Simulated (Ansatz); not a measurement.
# Transmission past a defect: (4,1) C nanotube, B and B in place of neighbours C and C

What does the defect do to the conductance?

Calculated with Ansatz 0.2.0; DFT PBE, plane waves, PAW; relaxation of a wire's period, in the first sound run; inputs show where later runs differ.

## 1. The structure

The cell holds 28 atoms: 28 C. Its edges and angles: a = 10.388 Å, b = 10.378 Å, c = 6.507 Å, α = 90.0°, β = 90.0°, γ = 90.0°. Vacuum lies along a and b. The structure's axis is c.

## 2. Relaxing the period

Band widths follow the bond lengths, so the wire is relaxed first. The atoms and the third cell vector are free; the box across stays fixed as vacuum. A Fermi-Dirac smearing is set since the result may be a metal. The pressure printed is a third of the stress's trace over the whole box, vacuum included; only the stress along the axis is relaxed.

File input.yaml:

```yaml
crystal:
  lattice:
    - [10.388, 0.0, 0.0]
    - [0.0, 10.378, 0.0]
    - [0.0, 0.0, 6.5072574868]
  atoms:
    - { symbol: C, position: [0.41364168, 0.64967209, 0.0] }
    - { symbol: C, position: [0.672664525, 0.499981081, 0.0] }
    - { symbol: C, position: [0.334972504, 0.449033153, 0.071428571] }
    - { symbol: C, position: [0.538407965, 0.668495702, 0.071428571] }
    - { symbol: C, position: [0.344401615, 0.574977143, 0.142857143] }
    - { symbol: C, position: [0.512887162, 0.327616111, 0.142857143] }
    - { symbol: C, position: [0.392317227, 0.364842847, 0.214285714] }
    - { symbol: C, position: [0.670735811, 0.47421938, 0.214285714] }
    - { symbol: C, position: [0.563070409, 0.660881015, 0.285714286] }
    - { symbol: C, position: [0.60764803, 0.364842847, 0.285714286] }
    - { symbol: C, position: [0.35730615, 0.597349989, 0.357142857] }
    - { symbol: C, position: [0.655563641, 0.574977143, 0.357142857] }
    - { symbol: C, position: [0.373397841, 0.382414387, 0.428571429] }
    - { symbol: C, position: [0.461557291, 0.668495702, 0.428571429] }
    - { symbol: C, position: [0.327300732, 0.499981081, 0.5] }
    - { symbol: C, position: [0.586323576, 0.350290072, 0.5] }
    - { symbol: C, position: [0.461557291, 0.33146646, 0.571428571] }
    - { symbol: C, position: [0.664992753, 0.550929008, 0.571428571] }
    - { symbol: C, position: [0.487078094, 0.672346051, 0.642857143] }
    - { symbol: C, position: [0.655563641, 0.424985019, 0.642857143] }
    - { symbol: C, position: [0.329229446, 0.525742782, 0.714285714] }
    - { symbol: C, position: [0.60764803, 0.635119315, 0.714285714] }
    - { symbol: C, position: [0.392317227, 0.635119315, 0.785714286] }
    - { symbol: C, position: [0.436894847, 0.339081146, 0.785714286] }
    - { symbol: C, position: [0.344401615, 0.424985019, 0.857142857] }
    - { symbol: C, position: [0.642659107, 0.402612173, 0.857142857] }
    - { symbol: C, position: [0.538407965, 0.33146646, 0.928571429] }
    - { symbol: C, position: [0.626567416, 0.617547775, 0.928571429] }
kpoints:
  mp_grid: { grid: [1, 1, 13] }
scf:
  occupations: { method: fermi_dirac, width: 0.05 }
hamiltonian:
  xc: pbe
relax:
  cell: { fix: [a, b, alpha, beta, gamma] }
  max_steps: 60
```

On the command line:

```console
$ ansatz run input.yaml --threads 4 --pin off --max-ram 16384MiB --backend cpu --events-out ev --progress --plain --runs-dir out
```

Numbers of over 12 decimals in the logs are rounded to 6 here.

What it wrote:

```text
Engine: ansatz 0.2.0, aarch64-unknown-linux-gnu
Pseudopotentials: kind: paw
Pseudopotential: C, paw, valence charge 4, recommended cutoff 420 eV (normal), C.paw.azcp
Functional definition: PBE
  parameter kappa = 0.804
  parameter beta = 0.066725
  exchange = pbe_x(kappa = kappa, mu = beta*pi^2/3)
  correlation = pbe_c(beta = beta)
Crystal: 28 atoms, lattice volume = 701.526 Å³
Basis set: ecut = 420 eV, 13761 PW (Γ), exchange–correlation on 144×144×90 points (8 copies of the dense FFT grid, shifted against one another)
Bands: 84, of which v1, the nominal top of the filled ones, is band 56 counted from 1 (55 counted from 0)
Symmetry: 2 space group operations
Space group: P21 (ITA 4), of the structure as read, at distance tolerance 8.9e-5 Å
k-points: 7 of 13 (time reversal used)
Non-local potential: C, projectors of the file, l = 0: 2, l = 1: 2, l = 2: 1
PAW form: soft (Blöchl's): semilocal exchange-correlation on the pseudo side does not see the compensation charge
PAW one-centre angular grid: C, 110 points (default); XC on 64 Gauss nodes
Initial density: superposition of atomic densities (neutral atoms: chi_scale 0, normalization atom), corrected by the library's trained network
Initial wavefunctions: pseudopotential atomic-orbital guess
Functional: x = pbe(κ = 0.804, μ = 0.219515), c = pbe(β = 0.066725)
SCF iter   1: F=—  HF=-7007.828161 eV  |F-HF|=—  |Δ(HF+E_count)|=         —  Δρ=6.77e-3  dr2=1.71e-1  ethr=1.77e-3  ⟨swp⟩=12.4  Hψ=3886  notcnv=0  defer=82
preconditioner: auto → LDOS  [metal: Δε(μ)=0.085 eV  Ē_g=14.029 eV  σ=0.050 eV  W_gap=0.40  n_scr=88 (ndim 8)  ℏωp=14.8 eV  f_vac=0.627  D(μ)=3.50/eV (n_scr^D=8)  β→1.0]
SCF iter   2: F=—  HF=-7007.848689 eV  |F-HF|=—  |Δ(HF+E_count)|=   2.05e-2  Δρ=1.70e-3  dr2=2.65e-2  ethr=1.52e-4  ⟨swp⟩=2.7  Hψ=1152  notcnv=0  defer=133
SCF iter   3: F=—  HF=-7007.843088 eV  |F-HF|=—  |Δ(HF+E_count)|=   5.60e-3  Δρ=5.69e-4  dr2=6.06e-3  ethr=2.36e-5  ⟨swp⟩=2.4  Hψ=979  notcnv=0  defer=133
SCF iter   4: F=—  HF=-7007.841482 eV  |F-HF|=—  |Δ(HF+E_count)|=   1.61e-3  Δρ=1.04e-4  dr2=7.57e-5  ethr=5.41e-6  ⟨swp⟩=2.0  Hψ=754  notcnv=0  defer=133
SCF iter   5: F=—  HF=-7007.841668 eV  |F-HF|=—  |Δ(HF+E_count)|=   1.87e-4  Δρ=2.55e-5  dr2=6.74e-6  ethr=6.76e-8  ⟨swp⟩=2.0  Hψ=889  notcnv=0  defer=133
SCF iter   6: F=-7007.841671 eV  HF=-7007.841671 eV  |F-HF|=9.74e-8  |Δ(HF+E_count)|=   2.51e-6  Δρ=3.45e-6  dr2=5.62e-8  ethr=8.93e-11  ⟨swp⟩=4.0  Hψ=2515  notcnv=0
SCF 1 converged in 6 iterations: F = -7007.841671 eV  dr2 = 5.62e-8
  greatest PAW one-centre occupation: 0.681 electrons in one spin orbital (limit 2), on the C atom at site 14 (counted from 0), in its partial waves of l = 0
relax step   1: F+E_penalty+E_count = -7007.84167107 eV  Δ(F+E_penalty+E_count) = +0.000e0 eV  max|allowed force component| = 1.569e0 eV/Å  Δτ_max = 0.0000 Å  P = +6.932 GPa  Ω = 701.526 Å³  fix = [a, b, alpha, beta, gamma]  reactions: a +8.985, b +8.985 GPa; gamma +0.000 GPa/rad  (6 SCF iters, dr2 threshold 1.00e-7 eV, accepted)
Crystal: 28 atoms, lattice volume = 700.338 Å³
Basis set: ecut = 420 eV, 13753 PW (Γ), exchange–correlation on 144×144×90 points (8 copies of the dense FFT grid, shifted against one another)
Initial density: handed on by an earlier stage of this run
Initial wavefunctions: those handed on with the density
iter 1 solved again at ethr=1.11e-3 eV; its pass at ethr=3.10e-3 eV (dr2=1.24e0 eV) is discarded
SCF iter   1: F=—  HF=-7009.844860 eV  |F-HF|=—  |Δ(HF+E_count)|=         —  Δρ=1.36e-2  dr2=1.18e0  ethr=1.11e-3  ⟨swp⟩=3.9  Hψ=2621  notcnv=0
preconditioner: auto → LDOS  [metal: Δε(μ)=0.175 eV  Ē_g=13.543 eV  σ=0.050 eV  W_gap=0.47  n_scr=88 (ndim 8)  ℏωp=14.8 eV  f_vac=0.612  D(μ)=4.25/eV (n_scr^D=10)  β→1.0]
SCF iter   2: F=—  HF=-7009.820127 eV  |F-HF|=—  |Δ(HF+E_count)|=   2.47e-2  Δρ=8.10e-3  dr2=1.06e0  ethr=1.06e-3  ⟨swp⟩=5.3  Hψ=1661  notcnv=0  defer=10
SCF iter   3: F=—  HF=-7009.501417 eV  |F-HF|=—  |Δ(HF+E_count)|=   3.19e-1  Δρ=8.60e-4  dr2=2.18e-3  ethr=9.44e-4  ⟨swp⟩=2.7  Hψ=1013  notcnv=0  defer=104
SCF iter   4: F=—  HF=-7009.501549 eV  |F-HF|=—  |Δ(HF+E_count)|=   1.32e-4  Δρ=1.11e-4  dr2=4.98e-5  ethr=1.94e-6  ⟨swp⟩=2.9  Hψ=992  notcnv=0  defer=123
SCF iter   5: F=-7009.501590 eV  HF=-7009.501588 eV  |F-HF|=1.86e-6  |Δ(HF+E_count)|=   3.94e-5  Δρ=1.86e-5  dr2=1.42e-6  ethr=2.50e-9  ⟨swp⟩=5.1  Hψ=2171  notcnv=0
SCF 2 converged in 5 iterations: F = -7009.501590 eV  dr2 = 1.42e-6
  greatest PAW one-centre occupation: 0.671 electrons in one spin orbital (limit 2), on the C atom at site 14 (counted from 0), in its partial waves of l = 0
relax step   2: F+E_penalty+E_count = -7009.50159026 eV  Δ(F+E_penalty+E_count) = -1.660e0 eV  max|allowed force component| = 8.832e-1 eV/Å  Δτ_max = 0.0570 Å  P = +2.427 GPa  Ω = 700.338 Å³  energy of the carried Pulay correction = +1.398e-3 eV  fix = [a, b, alpha, beta, gamma]  reactions: a +3.225, b +3.226 GPa; gamma +0.000 GPa/rad  (5 SCF iters, dr2 threshold 2.80e-6 eV, accepted)
Crystal: 28 atoms, lattice volume = 700.767 Å³
iter 1 solved again at ethr=2.90e-4 eV; its pass at ethr=3.10e-3 eV (dr2=3.25e-1 eV) is discarded
SCF iter   1: F=—  HF=-7009.916381 eV  |F-HF|=—  |Δ(HF+E_count)|=         —  Δρ=6.98e-3  dr2=3.16e-1  ethr=2.90e-4  ⟨swp⟩=5.1  Hψ=2609  notcnv=0  defer=2
preconditioner: auto → LDOS  [insulator: Δε(μ)=0.134 eV  Ē_g=13.473 eV  σ=0.050 eV  W_gap=0.58  n_scr=88 (ndim 8)  ℏωp=14.8 eV  f_vac=0.608  D(μ)=3.11/eV (n_scr^D=8)  ε∞_Penn≈2.2  β→1.0]
SCF iter   2: F=—  HF=-7009.923502 eV  |F-HF|=—  |Δ(HF+E_count)|=   7.12e-3  Δρ=4.34e-3  dr2=3.36e-1  ethr=2.82e-4  ⟨swp⟩=5.4  Hψ=1667  notcnv=0  defer=20
SCF iter   3: F=—  HF=-7009.820964 eV  |F-HF|=—  |Δ(HF+E_count)|=   1.03e-1  Δρ=4.90e-4  dr2=9.68e-4  ethr=2.82e-4  ⟨swp⟩=3.4  Hψ=1142  notcnv=0  defer=40
SCF iter   4: F=—  HF=-7009.820922 eV  |F-HF|=—  |Δ(HF+E_count)|=   4.20e-5  Δρ=7.37e-5  dr2=2.15e-5  ethr=8.64e-7  ⟨swp⟩=2.3  Hψ=1078  notcnv=0  defer=48
SCF iter   5: F=-7009.820932 eV  HF=-7009.820932 eV  |F-HF|=7.39e-7  |Δ(HF+E_count)|=   9.50e-6  Δρ=1.24e-5  dr2=5.66e-7  ethr=2.50e-9  ⟨swp⟩=5.0  Hψ=2106  notcnv=0
SCF 3 converged in 5 iterations: F = -7009.820932 eV  dr2 = 5.66e-7
  greatest PAW one-centre occupation: 0.667 electrons in one spin orbital (limit 2), on the C atom at site 14 (counted from 0), in its partial waves of l = 0
relax step   3: F+E_penalty+E_count = -7009.82093231 eV  Δ(F+E_penalty+E_count) = -3.193e-1 eV  max|allowed force component| = 3.197e-1 eV/Å  Δτ_max = 0.0284 Å  P = +0.260 GPa  Ω = 700.767 Å³  energy of the carried Pulay correction = +8.925e-4 eV  fix = [a, b, alpha, beta, gamma]  reactions: a +0.453, b +0.453 GPa; gamma -0.000 GPa/rad  (5 SCF iters, dr2 threshold 2.80e-6 eV, accepted)
[...]
relax step   4: F+E_penalty+E_count = -7009.84309535 eV  Δ(F+E_penalty+E_count) = -2.216e-2 eV  max|allowed force component| = 6.009e-2 eV/Å  Δτ_max = 0.0056 Å  P = +0.041 GPa  Ω = 700.994 Å³  energy of the carried Pulay correction = +6.251e-4 eV  fix = [a, b, alpha, beta, gamma]  reactions: a +0.039, b +0.040 GPa; gamma +0.000 GPa/rad  (5 SCF iters, dr2 threshold 2.80e-6 eV, accepted)
[...]
relax step   5: F+E_penalty+E_count = -7009.84401183 eV  Δ(F+E_penalty+E_count) = -9.165e-4 eV  max|allowed force component| = 2.262e-3 eV/Å  Δτ_max = 0.0013 Å  P = -0.012 GPa  Ω = 700.833 Å³  energy of the carried Pulay correction = +8.147e-4 eV  fix = [a, b, alpha, beta, gamma]  reactions: a -0.026, b -0.026 GPa; gamma +0.000 GPa/rad  (4 SCF iters, dr2 threshold 2.26e-7 eV, accepted)
Initial wavefunctions: pseudopotential atomic-orbital guess (no wavefunctions were taken with the density)
iter 1 solved again at ethr=4.86e-7 eV; its pass at ethr=3.10e-3 eV (dr2=5.44e-4 eV) is discarded
SCF iter   1: F=—  HF=-7009.842831 eV  |F-HF|=—  |Δ(HF+E_count)|=         —  Δρ=6.00e-6  dr2=4.82e-8  ethr=4.86e-7  ⟨swp⟩=14.3  Hψ=7128  notcnv=0  defer=12
eigensolver tolerance schedule: the retry pair's looser diagonalisation over-reported the residual by 11284.56 of it (diagonalisation noise at an unbounded share of the residual, at the tolerance the schedule requests for it); recorded, not acted on — ethr = c·dr2/N_el stays at c = 1.0e-1
preconditioner: auto → LDOS  [insulator: Δε(μ)=0.177 eV  Ē_g=13.534 eV  σ=0.050 eV  W_gap=0.71  n_scr=88 (ndim 8)  ℏωp=14.8 eV  f_vac=0.608  D(μ)=2.53/eV (n_scr^D=4)  ε∞_Penn≈2.2  β→1.0]
SCF iter   2: F=—  HF=-7009.843071 eV  |F-HF|=—  |Δ(HF+E_count)|=   2.40e-4  Δρ=1.53e-6  dr2=6.65e-9  ethr=4.31e-11  ⟨swp⟩=4.4  Hψ=1784  notcnv=0  defer=8
SCF iter   3: F=—  HF=-7009.843071 eV  |F-HF|=—  |Δ(HF+E_count)|=   2.70e-9  Δρ=2.87e-7  dr2=6.38e-10  ethr=5.94e-12  ⟨swp⟩=2.0  Hψ=839  notcnv=0  defer=8
SCF iter   4: F=—  HF=-7009.843071 eV  |F-HF|=—  |Δ(HF+E_count)|=  1.25e-10  Δρ=1.23e-7  dr2=2.87e-10  ethr=1.00e-12  ⟨swp⟩=5.0  Hψ=2034  notcnv=0
SCF iter   5: F=-7009.843071 eV  HF=-7009.843071 eV  |F-HF|=2.00e-11  |Δ(HF+E_count)|=  7.28e-11  Δρ=4.45e-8  dr2=1.96e-11  ethr=1.00e-12  ⟨swp⟩=4.0  Hψ=1672  notcnv=0
SCF 6 converged in 5 iterations: F = -7009.843071 eV  dr2 = 1.96e-11
relax step   6: F+E_penalty+E_count = -7009.84307118 eV  Δ(F+E_penalty+E_count) = +9.406e-4 eV  max|allowed force component| = 2.307e-3 eV/Å  Δτ_max = 0.0000 Å  P = -0.008 GPa  Ω = 700.833 Å³  fix = [a, b, alpha, beta, gamma]  reactions: a -0.015, b -0.016 GPa; gamma +0.001 GPa/rad  stress off target by 7.73e-3 GPa on what of the cell is left free  SCF on the basis re-selected at this cell (its energy is not comparable with the rows above)  (5 SCF iters)
basis re-selected at this cell: Δ(F+E_penalty+E_count) = +9.406e-4 eV, ΔP = +0.004 GPa vs the last step (what re-selecting the basis moved, of the pressure what is left beyond the Pulay correction that the steps carried, after the strain that the cell walked since its last selection, with what the two solves' SCF thresholds leave and, on support functions, any second-order correction that the steps lacked; it is no m [...]
SCF converged after 5 iterations
Free energy (F): -7009.843071 eV
Harris-Foulkes:  -7009.843071 eV  (|F-HF|=2.00e-11)
Internal energy: -7009.818897 eV  (E = F + TS)
E sigma→0 (E₀):  -7009.830984 eV
Entropy (-TS):   -0.024175 eV (-0.863 meV/atom)
Fermi energy:    -0.787555 eV
--- Per-component energies (eV) ---
  E_band       = -1067.250314
  E_kinetic    = 2529.716199
  E_local      = -22890.271179  (includes V_loc(G=0)·N_el)
  E_nonlocal   = 761.439335
  E_hartree    = 10186.674221
  E_xc         = -1336.528699
  E_vxc        = -1654.359112  (∫ρ·V_xc dr)
  E_paw        = -2778.934278  (= ΣΔE_a)
  E_vpaw       = -187.123786  (= ΣTr[D̂ρ^β])
  E_aug_tail   = 0.000203  (compensation charges beyond the density's cutoff)
  E_ewald      = 6518.085302
  E_smearing   = -0.024175  (= −TS)
  E_closure    = -0.000000  (closes the sum)
  Σ components = -7009.843071   (vs F -7009.843071, Δ=0.00e0)
--- Forces (eV/Å), atoms counted from 1 ---
  atom   1  C     -0.00028348    -0.00075481    -0.00228894
  atom   2  C     -0.00053529    -0.00013373     0.00199046
  atom   3  C      0.00054957     0.00010136    -0.00214575
  atom   4  C      0.00023478    -0.00042160     0.00217504
  atom   5  C      0.00049128     0.00004874     0.00211323
  atom   6  C      0.00003730     0.00049551    -0.00196817
  atom   7  C      0.00014946     0.00040495     0.00221292
  atom   8  C     -0.00052655     0.00002843    -0.00190172
  atom   9  C     -0.00002768    -0.00047475    -0.00197868
  atom  10  C     -0.00026378     0.00044662     0.00223204
  atom  11  C      0.00029538    -0.00037606    -0.00230697
  atom  12  C     -0.00055033    -0.00031579     0.00202958
  atom  13  C      0.00042706     0.00021598    -0.00219570
  atom  14  C      0.00016039    -0.00049703     0.00203289
  atom  15  C      0.00053529     0.00013373     0.00199046
  atom  16  C      0.00028348     0.00075481    -0.00228894
  atom  17  C     -0.00023478     0.00042160     0.00217504
  atom  18  C     -0.00054957    -0.00010136    -0.00214575
  atom  19  C     -0.00003730    -0.00049551    -0.00196817
  atom  20  C     -0.00049128    -0.00004874     0.00211323
  atom  21  C      0.00052655    -0.00002843    -0.00190172
  atom  22  C     -0.00014946    -0.00040495     0.00221292
  atom  23  C      0.00026378    -0.00044662     0.00223204
  atom  24  C      0.00002768     0.00047475    -0.00197868
  atom  25  C      0.00055033     0.00031579     0.00202958
  atom  26  C     -0.00029538     0.00037606    -0.00230697
  atom  27  C     -0.00016039     0.00049703     0.00203289
  atom  28  C     -0.00042706    -0.00021598    -0.00219570
  max |Σ_I F_I| component: 4.65e-7 eV/Å
--- Stress (GPa, compression-positive) ---
       -0.015331      -0.000627       0.000000
       -0.000627      -0.015528       0.000000
        0.000000       0.000000       0.007726
  P = ⅓ Tr σ = -0.0077 GPa (-0.077 kbar)
--- Relaxed structure (5 steps of the walk, 5 accepted, 1 SCFs on fresh bases) ---
  F+E_penalty+E_count = -7009.84307118 eV   max|allowed force component| = 2.307e-3 eV/Å   (the final SCF, on the basis selected at the relaxed cell)
  cell:  # Å, volume = 700.8331 Å³
    - [10.388, 0, 0.0]
    - [0, 10.378, 0.0]
    - [0.0, 0.0, 6.500832]
  atoms:
    - { symbol: C, position: [0.409340, 0.657144, -0.00123896] }
    - { symbol: C, position: [0.681277, 0.499981, 0.00123243] }
    - { symbol: C, position: [0.326739, 0.446494, 0.070193] }
    - { symbol: C, position: [0.540329, 0.676905, 0.072663] }
    - { symbol: C, position: [0.336642, 0.578721, 0.144095] }
    - { symbol: C, position: [0.513525, 0.319015, 0.141624] }
    - { symbol: C, position: [0.386946, 0.358100, 0.215528] }
    - { symbol: C, position: [0.679249, 0.472923, 0.213053] }
    - { symbol: C, position: [0.566235, 0.668905, 0.284477] }
    - { symbol: C, position: [0.613025, 0.358103, 0.286957] }
    - { symbol: C, position: [0.350197, 0.602222, 0.355901] }
    - { symbol: C, position: [0.663323, 0.578729, 0.358382] }
    - { symbol: C, position: [0.367076, 0.376555, 0.427329] }
    - { symbol: C, position: [0.459634, 0.676902, 0.429805] }
    - { symbol: C, position: [0.318689, 0.499981, 0.501232] }
    - { symbol: C, position: [0.590626, 0.342818, 0.498761] }
    - { symbol: C, position: [0.459636, 0.323057, 0.572663] }
    - { symbol: C, position: [0.673226, 0.553468, 0.570193] }
    - { symbol: C, position: [0.486441, 0.680947, 0.641624] }
    - { symbol: C, position: [0.663323, 0.421241, 0.644095] }
    - { symbol: C, position: [0.320716, 0.527040, 0.713053] }
    - { symbol: C, position: [0.613019, 0.641862, 0.715528] }
    - { symbol: C, position: [0.386941, 0.641860, 0.786957] }
    - { symbol: C, position: [0.433730, 0.331057, 0.784477] }
    - { symbol: C, position: [0.336642, 0.421233, 0.858382] }
    - { symbol: C, position: [0.649768, 0.397740, 0.855901] }
    - { symbol: C, position: [0.540331, 0.323060, 0.929805] }
    - { symbol: C, position: [0.632889, 0.623407, 0.927329] }
```

Run time: 67 s. Hardware: 4 threads of Arm Neoverse V1, shared host; peak memory 1.4 GiB; 4.4 min of CPU time.

The steps of the relaxation:

```csv
step,energy less that of the first step (eV),largest force component (eV/Å),pressure (GPa),volume (Å³)
1,0.0000,1.5694,6.93,701.53
2,-1.6599,0.8832,2.43,700.34
3,-1.9793,0.3197,0.26,700.77
4,-2.0014,0.0601,0.04,700.99
5,-2.0023,0.0023,-0.01,700.83
6*,-2.0014,0.0023,-0.01,700.83
```

Relaxation steps marked * repeat the geometry before them on a plane-wave basis chosen anew for their cell, so energy and pressure can jump there.

The run keeps the 2 symmetry operations that it works with, so distortions that break them were not tested.

```csv
cell as run,before,after,change
c (Å),6.507,6.501,-0.1 %
```

The atoms that moved most (Å, along periodic axes as changes of fractional coordinates times the final cell, across vacuum about the mean position):

```csv
atom,dx,dy,dz,length
C9,0.033,0.083,-0.008,0.090
C24,-0.033,-0.083,-0.008,0.090
C17,-0.020,-0.087,0.008,0.090
C4,0.020,0.087,0.008,0.090
C12,0.081,0.039,0.008,0.090
C25,-0.081,-0.039,0.008,0.090
C23,-0.056,0.070,0.008,0.090
C10,0.056,-0.070,0.008,0.090
```

This step gave:

* energy at zero smearing: -7009.8310 eV
* cell length along the wire: 6.501 Å

The cell's length comes to 6.501 Å with spin left out.

(Part 1 of 5 ends here.)

[Logs are printed without paths, hosts, clocks, repeated set-up lines and the standing remarks that a program may print on its own settings, such as how far it seeks lower states.]

[Hosts, paths, dates, database ids (printed as entryN), source tags and the programs' standing remarks are cut or masked in the printed files.]
